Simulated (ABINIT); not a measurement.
## GaP (F-43m): G0W0 with ABINIT, start to end

Wanted: ground state, empty states, screening and self-energy for GaP (F-43m).

Program: ABINIT 10.8.3. Level of theory: PBE and many-body steps on it, plane waves. Results are calculated unless marked as measured.

**The experiments to reproduce.**

- Gap 2.25 ± 0.04 eV: optical gap from Tauc plot (fundamental, indirect); spectroscopic ellipsometry, Tauc-Lorentz fit and Tauc plot; 300 K; film (GaP layer on Si reference sample) on Si (“Assessment of GaPSb/Si tandem material association properties for photoelectrochemical cells”, 2020, arxiv:2002.02774).

### 1. The structure

It takes space group F-43m (No. 216, cubic). The conventional cell has a = 5.450 Å, b = 5.450 Å, c = 5.450 Å, α = 90.00°, β = 90.00°, γ = 90.00°. Nearest to Ga lie 4 P at 2.36 Å. P has 4 Ga at 2.36 Å nearest. Farther neighbours are not listed.

The cell and positions come from the Crystallography Open Database and are kept as given unless a step says otherwise.

### 2. Ground state

This step: ABINIT 10.8.3; DFT, PBE, plane waves, norm-conserving pseudopotentials.

The ground-state density comes first.

Input file run.abi:

```
acell 3*1.0 Angstrom
rprim 
  0.000000000000 2.725250000000 2.725250000000
  2.725250000000 0.000000000000 2.725250000000
  2.725250000000 2.725250000000 0.000000000000
ntypat 2
znucl 31 15
natom 2
typat 1 2
xred 
  0.000000000000 0.000000000000 0.000000000000
  0.250000000000 0.250000000000 0.250000000000
pp_dirpath "pseudos"
pseudos "Ga.upf, P.upf"
ecut 45
ngkpt 6 6 6
nshiftk 1
shiftk 0 0 0
kptopt 1
chksymbreak 0
nband 18
occopt 1
tolvrs 1e-10
nstep 60
prtwf 0
optforces 0
optstress 0
indata_prefix "in"
outdata_prefix "out"
tmpdata_prefix "tmp"
```

Command:

```console
$ OMP_NUM_THREADS=1 mpirun -n 4 abinit run.abi > log
```

Numbers of over 12 decimals in the logs are rounded to 6 here.

The log of the run:

```text
.Version 10.8.3 of ABINIT. v10.8.2 released Aug 2026.

 Symmetries : space group F-4 3 m (#216); Bravais cF (face-center cubic)
================================================================================
 Values of the parameters that define the memory need of the present run
     intxc =       0    ionmov =       0      iscf =       7    lmnmax =       6
     lnmax =       6     mgfft =      45  mpssoang =       3    mqgrid =    3001
     natom =       2  nloc_mem =       1    nspden =       1   nspinor =       1
    nsppol =       1      nsym =      24    n1xccc =    2501    ntypat =       2
    occopt =       1   xclevel =       2
-    mband =          18        mffmem =           1         mkmem =           4
       mpw =        3954          nfft =       91125          nkpt =          16
================================================================================
  Rough estimation (10% accuracy) of disk space for files :
================================================================================

--------------------------------------------------------------------------------
------------- Echo of variables that govern the present computation ------------
--------------------------------------------------------------------------------
 -outvars: echo values of preprocessed input variables --------
            acell      1.8897261259E+00  1.8897261259E+00  1.8897261259E+00 Bohr

      chksymbreak           0
             ecut      4.50000000E+01 Hartree
-          fftalg         312

              ixc     -101130
              kpt      0.00000000E+00  0.00000000E+00  0.00000000E+00
                       1.66666667E-01  0.00000000E+00  0.00000000E+00
                       3.33333333E-01  0.00000000E+00  0.00000000E+00
                       5.00000000E-01  0.00000000E+00  0.00000000E+00
                       1.66666667E-01  1.66666667E-01  0.00000000E+00
                       3.33333333E-01  1.66666667E-01  0.00000000E+00
                       5.00000000E-01  1.66666667E-01  0.00000000E+00
                      -3.33333333E-01  1.66666667E-01  0.00000000E+00
                      -1.66666667E-01  1.66666667E-01  0.00000000E+00
   [... 5 further rows ...]
                      -3.33333333E-01  3.33333333E-01  1.66666667E-01
                      -3.33333333E-01  5.00000000E-01  1.66666667E-01
         kptrlatt        6    0    0      0    6    0      0    0    6
          kptrlen      4.36989965E+01
P           mkmem           4
            natom           2
            nband          18
            ngfft          45      45      45
             nkpt          16
            nstep          60
             nsym          24
           ntypat           2
              occ      2.000000  2.000000  2.000000  2.000000  2.000000  2.000000
                       2.000000  2.000000  2.000000  2.000000  2.000000  2.000000
                       2.000000  0.000000  0.000000  0.000000  0.000000  0.000000
        optforces           0
        optstress           0
            prtwf           0
            rprim      0.0000000000E+00  2.7252500000E+00  2.7252500000E+00
[...]
spgroup         216

           tolvrs      1.00000000E-10

             xred      0.0000000000E+00  0.0000000000E+00  0.0000000000E+00
[...]
znucl       31.00000   15.00000

================================================================================

 chkinp: Checking input parameters for consistency.

================================================================================
== DATASET  1 ==================================================================
-   mpi_nproc: 4, omp_nthreads: 1 (-1 if OMP is not activated)

--- !DatasetInfo
iteration_state: {dtset: 1, }
dimensions: {natom: 2, nkpt: 16, mband: 18, nsppol: 1, nspinor: 1, nspden: 1, mpw: 3954, }
cutoff_energies: {ecut:  45.0, pawecutdg:  -1.0, }
electrons: {nelect:   2.60000000E+01, charge:   0.00000000E+00, occopt:   1.00000000E+00, tsmear:   1.00000000E-02, }

 Real(R)+Recip(G) space primitive vectors, cartesian coordinates (Bohr,Bohr^-1):
 R(1)=  0.0000000  5.1499761  5.1499761  G(1)= -0.0970878  0.0970878  0.0970878
 R(2)=  5.1499761  0.0000000  5.1499761  G(2)=  0.0970878 -0.0970878  0.0970878
 R(3)=  5.1499761  5.1499761  0.0000000  G(3)=  0.0970878  0.0970878 -0.0970878
 Unit cell volume ucvol=  2.7317795E+02 bohr^3
 Angles (23,13,12)=  6.00000000E+01  6.00000000E+01  6.00000000E+01 degrees

 getcut: wavevector=  0.0000  0.0000  0.0000  ngfft=  45  45  45
         ecut(hartree)=     45.000   => boxcut(ratio)=   2.00060

--- Pseudopotential description ------------------------------------------------
- Ga Generated using ONCVPSP code by D. R. Hamann
- 31.00000  21.00000  171031                  znucl, zion, pspdat
12 -101130 2 -1 1902                          pspcod,pspxc,lmax,lloc,mmax
     nproj     2     2     2
  pspatm : epsatm=   21.85474337
         --- l  ekb(1:nproj) -->
[...]
pspatm: atomic psp has been read  and splines computed

- P Generated using ONCVPSP code by D. R. Hamann
- 15.00000   5.00000  171031                  znucl, zion, pspdat
12 -101130 2 -1 1298                          pspcod,pspxc,lmax,lloc,mmax
     nproj     2     2     2
  pspatm : epsatm=    8.05910421
         --- l  ekb(1:nproj) -->
[...]
2   -3.154982   -0.827415
 pspatm: atomic psp has been read  and splines computed

   7.77760037E+02                                ecore*ucvol(ha*bohr**3)
--------------------------------------------------------------------------------

_setup2: Arith. and geom. avg. npw (full set) are    3936.912    3936.882

================================================================================

--- !BeginCycle
iteration_state: {dtset: 1, }
solver: {iscf: 7, nstep: 60, nline: 4, wfoptalg: 0, }
tolerances: {tolvrs: 1.00E-10, }

     iter   Etot(hartree)      deltaE(h)  residm     vres2
 ETOT  1  -253.47344612516    -2.535E+02 6.286E-01 1.473E+03
 ETOT  2  -254.86649623915    -1.393E+00 4.203E-02 2.538E+03
 ETOT  3  -255.22892631884    -3.624E-01 4.163E-03 2.846E+02
 ETOT  4  -255.25406745181    -2.514E-02 6.442E-04 8.707E+01
 ETOT  5  -255.26511274506    -1.105E-02 3.715E-04 6.803E+00
 ETOT  6  -255.26616313106    -1.050E-03 8.009E-05 4.646E-01
 ETOT  7  -255.26623386666    -7.074E-05 7.952E-05 8.006E-04
 ETOT  8  -255.26623385521     1.145E-08 3.338E-05 1.070E-03
 ETOT  9  -255.26623401583    -1.606E-07 5.083E-05 2.289E-05
 ETOT 10  -255.26623401913    -3.304E-09 2.989E-05 3.149E-08
 ETOT 11  -255.26623401914    -3.297E-12 4.500E-05 3.563E-10
 ETOT 12  -255.26623401912     1.435E-11 2.495E-05 3.290E-11

 At SCF step   12       vres2   =  3.29E-11 < tolvrs=  1.00E-10 =>converged.

--- !ResultsGS
iteration_state: {dtset: 1, }
comment   : Summary of ground state results
lattice_vectors:
- [  0.0000000,   5.1499761,   5.1499761, ]
- [  5.1499761,   0.0000000,   5.1499761, ]
- [  5.1499761,   5.1499761,   0.0000000, ]
lattice_lengths: [   7.28317,    7.28317,    7.28317, ]
lattice_angles: [ 60.000,  60.000,  60.000, ] # degrees, (23, 13, 12)
lattice_volume:   2.7317795E+02
convergence: {deltae:  1.435E-11, res2:  3.290E-11, residm:  2.495E-05, diffor:  0.000E+00, }
etotal    :  -2.55266234E+02
entropy   :   0.00000000E+00
fermie    :   1.92100448E-01
cartesian_stress_tensor: null
pressure_GPa: null
xred      :
- [  0.0000E+00,   0.0000E+00,   0.0000E+00, Ga]
- [  2.5000E-01,   2.5000E-01,   2.5000E-01,  P]
cartesian_forces: null
force_length_stats: {min: null, max: null, mean: null, }

 Integrated electronic density in atomic spheres:
 ------------------------------------------------
 Atom  Sphere_radius  Integrated_density
    1        2.00000         18.81150345
    2        2.00000          2.80820700
================================================================================

 ----iterations are completed or convergence reached----

 Mean square residual over all n,k,spin=   11.137E-08; max=  24.953E-06
 reduced coordinates (array xred) for    2 atoms
       0.000000000000      0.000000000000      0.000000000000
       0.250000000000      0.250000000000      0.250000000000
 rms dE/dt=  0.0000E+00; max dE/dt=  0.0000E+00; dE/dt below (all hartree)
    1       0.000000000000      0.000000000000      0.000000000000
    2       0.000000000000      0.000000000000      0.000000000000

 cartesian coordinates (angstrom) at end:
    1      0.000000     0.000000     0.000000
    2      1.362625     1.362625     1.362625
 length scales=  1.889726125908  1.889726125908  1.889726125908 bohr
              =  1.000000000000  1.000000000000  1.000000000000 angstroms
 prteigrs : about to open file out_EIG
 Fermi (or HOMO) energy (hartree) =   0.19210   Average Vxc (hartree)=  -0.36114
 Eigenvalues (hartree) for nkpt=  16  k points:
 kpt#   1, nband= 18, wtk=  0.00463, kpt=  0.0000  0.0000  0.0000 (reduced coord)
  -5.08463   -3.27117   -3.27117   -3.27117   -0.34294   -0.34294   -0.34294   -0.33967
  -0.33967   -0.26715    0.19210    0.19210    0.19210    0.25859    0.33486    0.33486
   0.33486    0.51575
 prteigrs : prtvol=0 or 1, do not print more k-points.

--- !EnergyTerms
iteration_state     : {dtset: 1, }
comment             : Components of total free energy in Hartree
kinetic             :  1.22859797444836E+02
hartree             :  1.16283187155450E+02
xc                  : -2.79154862210297E+01
Ewald energy        : -1.11891406118336E+02
psp_core            :  2.84708204121500E+00
local_psp           : -2.99252003646601E+02
non_local_psp       : -5.81974046746574E+01
total_energy        : -2.55266234019123E+02
total_energy_eV     : -6.94614808945132E+03
band_energy         : -3.31822969686897E+01

== END DATASET(S) ==============================================================
================================================================================

 -outvars: echo values of variables after computation  --------
           etotal     -2.5526623402E+02
            nband          18
             nkpt          16
          spgroup         216
 [... the other variables as echoed above ...]

 Calculation completed.
```

Elapsed: 16 s, on 4 MPI ranks of Arm Neoverse V1, shared host; peak memory 0.32 GiB.

This step gave:

```
total energy               : -6946.1481 eV
gap                        : 1.653 eV
k of the valence top       : 0, 0, 0
k of the conduction bottom : 0.5, 0.5, 0
least direct gap           : 1.809 eV
```

The gap is indirect, with the least direct gap 0.16 eV higher.

[end of part 1 of 3]

[Paths, hosts, dates, memory and timing lines, banners, echoed tables and standing remarks are left out of the program output.]

[Logs are printed without paths, hosts, clocks, repeated set-up lines and the standing remarks that a program may print on its own settings, such as how far it seeks lower states.]

[Runs of the session that timed out or met a known fault of the program may be left out.]

[Hosts, paths, dates, database ids (printed as entryN), source tags and the programs' standing remarks are cut or masked in the printed files.]

[G0W0 gaps are taken among the corrected bands and points alone; a level outside them can change the order at an edge.]

[Where Ansatz stands beside ABINIT at settings called matched, ABINIT's density can come from a denser mesh and the files from another edition; pairs whose starting gaps differed by over 0.03 eV were left out, so agreement reads better than it is.]
